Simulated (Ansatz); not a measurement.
## Lattice vibrations of SnTe at Γ

Method: DFT PBE, scalar-relativistic, plane waves, PAW (Ansatz 0.2.0). Settings: 420 eV plane-wave cutoff, Γ-centred 12×12×6 mesh, Fermi-Dirac smearing of 0.15 eV. No spin polarisation. Phonons by linear response, acoustic sum rule imposed.

The cell, relaxed at this level:
```
CELL_PARAMETERS angstrom
4.39326 0.00000 0.00000
-2.19663 3.80468 0.00000
0.00000 0.00000 8.29208
ATOMIC_POSITIONS crystal
Sn 0.00000 0.00000 0.97818
Sn 0.00000 0.00000 0.47818
Te 0.33333 0.66667 0.77175
Te 0.66667 0.33333 0.27175
```

The structure comes from a generated guess, relaxed at this level; another structure or a mixture of phases may lie lower. In a metal, frequencies depend on the k mesh and the smearing, soft modes most. Spin–orbit coupling is left out, which matters for heavy elements.

Task: Is this structure stable against zone-centre distortions?

Result: Yes, at Γ: no optical mode is imaginary. Strains and other wave vectors aren't tested by this run.

Task: List the optical modes at Γ (i marks imaginary ones).

Result:
| frequency (cm⁻¹) | degeneracy |
| --- | --- |
| 39 | 2 |
| 76 | 1 |
| 95 | 2 |
| 97 | 1 |
| 102 | 2 |
| 143 | 1 |
